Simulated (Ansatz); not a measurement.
**GaP: a jump of H**

These are results of Ansatz, DFT PBE, scalar-relativistic, plane waves, PAW, not measurements. Run with 420 eV cutoff, 2×2×2 k-mesh, Gaussian smearing of 0.02 eV, no spin polarisation.

In a supercell of 16 host sites, interstitial H hops to an equivalent place, moving 1.11 Å between the relaxed ends. Climbing-image nudged elastic band at fixed cell with images 0 (start) to 4 (end), the path measured over all atoms, converged to 0.05 eV/Å; the order of the saddle wasn't checked, and the small cell leaves errors of about a tenth of an eV. Zero-point motion and tunnelling, which matter for H, are left out.

A cell with an odd number of electrons and no spin polarisation is a metal by construction and may be lower with spin.

Command:

```bash
ansatz run input.yaml --threads 4 --pin off --max-ram 10240MiB --backend cpu --events-out ev --progress --plain --runs-dir out
```

Input:

```yaml
crystal:
  lattice:
    - [0.0, 5.5051169748, -5.5051169748]
    - [5.5051169748, 5.5051169748, 0.0]
    - [5.5051169748, 0.0, -5.5051169748]
  atoms:
    - { symbol: Ga, position: [0.5011458752, 0.499235312, -0.0007607805] }
    - { symbol: Ga, position: [0.4923666318, 0.0115321146, -0.0047490995] }
    - { symbol: Ga, position: [0.9769922702, 0.5234055732, 0.0233777984] }
    - { symbol: Ga, position: [1.0016137815, 0.0115212101, -0.0047344057] }
    - { symbol: Ga, position: [0.4924479716, 0.4952054997, 0.5115111502] }
    - { symbol: Ga, position: [0.4997595096, 0.0006137652, 0.5006002719] }
    - { symbol: Ga, position: [1.0016005693, 0.4952186001, 0.511500784] }
    - { symbol: Ga, position: [1.0162897441, -0.0158815891, 0.4840389241] }
    - { symbol: P, position: [0.375381631, 0.3745212945, 0.3754813198] }
    - { symbol: P, position: [0.3869449772, 0.8692625552, 0.3692865865] }
    - { symbol: P, position: [0.8648829045, 0.3602830006, 0.4107159379] }
    - { symbol: P, position: [0.8752404904, 0.8692653618, 0.3692903216] }
    - { symbol: P, position: [0.3576604395, 0.384258475, 0.8842162254] }
    - { symbol: P, position: [0.3753834312, 0.8754787055, 0.8745186802] }
    - { symbol: P, position: [0.8746308178, 0.3842562119, 0.8842145433] }
    - { symbol: P, position: [0.8648139366, 0.9109506702, 0.8601849376] }
    - { symbol: H, position: [0.8216879132, 0.1783660858, 0.6790017801] }
basis:
  ecutwfc: 420
  xc_grid: 2
kpoints:
  mp_grid: { grid: [2, 2, 2], shift: [0.0, 0.0, 0.0] }
hamiltonian:
  xc: pbe
scf:
  occupations: { method: gaussian, width: 0.02 }
output:
  forces: true
neb:
  images: 3
  f_tol: 0.05
  max_iterations: 70
  order_check: false
  final_atoms:
    - { symbol: Ga, position: [0.511500784, 0.4952186001, 0.0016005693] }
    - { symbol: Ga, position: [0.4840389241, -0.0158815891, 0.0162897441] }
    - { symbol: Ga, position: [1.0233777984, 0.5234055732, -0.0230077298] }
    - { symbol: Ga, position: [0.9952655943, 0.0115212101, 0.0016137815] }
    - { symbol: Ga, position: [0.5115111502, 0.4952054997, 0.4924479716] }
    - { symbol: Ga, position: [0.5006002719, 0.0006137652, 0.4997595096] }
    - { symbol: Ga, position: [0.9992392195, 0.499235312, 0.5011458752] }
    - { symbol: Ga, position: [0.9952509005, 0.0115321146, 0.4923666318] }
    - { symbol: P, position: [0.3754813198, 0.3745212945, 0.375381631] }
    - { symbol: P, position: [0.3692865865, 0.8692625552, 0.3869449772] }
    - { symbol: P, position: [0.8842162254, 0.384258475, 0.3576604395] }
    - { symbol: P, position: [0.8745186802, 0.8754787055, 0.3753834312] }
    - { symbol: P, position: [0.4107159379, 0.3602830006, 0.8648829045] }
    - { symbol: P, position: [0.3692903216, 0.8692653618, 0.8752404904] }
    - { symbol: P, position: [0.8842145433, 0.3842562119, 0.8746308178] }
    - { symbol: P, position: [0.8601849376, 0.9109506702, 0.8648139366] }
    - { symbol: H, position: [0.6790017801, 0.1783660858, 0.8216879132] }
```

Course of the band:

| iteration | largest band force (eV/Å) | climbing image | energies over image 0 (eV) |
| --- | --- | --- | --- |
| 1 | 0.613 | none | 0.000 0.075 0.172 0.075 0.000 |
| 2 | 0.587 | none | 0.000 0.047 0.062 0.047 0.000 |
| 3 | 1.920 | none | 0.000 0.041 0.241 0.041 0.000 |
| 4 | 0.282 | 3 | 0.000 0.021 0.002 0.021 0.000 |
| 5 | 0.150 | 3 | 0.000 0.003 -0.012 0.012 0.000 |
| 6 | 0.067 | 3 | 0.000 -0.001 -0.017 0.011 0.000 |
| 7 | 0.150 | 3 | 0.000 0.001 -0.015 0.017 0.000 |
| 8 | 0.101 | 3 | 0.000 0.003 -0.012 0.024 0.000 |
| 9 | 0.098 | 3 | 0.000 0.004 -0.010 0.022 0.000 |
| 10 | 0.087 | 3 | 0.000 0.002 -0.012 0.022 0.000 |
| 11 | 0.012 | 3 | 0.000 0.003 -0.011 0.022 0.000 |

Final band:

| image | path (Å) | E − E(0) (eV) | H x (Å) | H y (Å) | H z (Å) | force on H (eV/Å) |
| --- | --- | --- | --- | --- | --- | --- |
| 0 | 0.00 | 0.000 | 4.720 | 5.505 | -8.261 | 0.00 |
| 1 | 0.41 | 0.003 | 4.907 | 5.298 | -8.471 | 0.20 |
| 2 | 0.81 | -0.011 | 5.165 | 5.137 | -8.550 | 0.10 |
| 3 | 1.22 | 0.022 | 5.330 | 4.873 | -8.432 | 0.01 |
| 4 | 1.55 | 0.000 | 5.505 | 4.720 | -8.261 | 0.00 |

Barrier 0.02 eV. Time: 3.7 min on 4 threads of Arm Neoverse V1, with other jobs on the host, peak memory 1.6 GiB.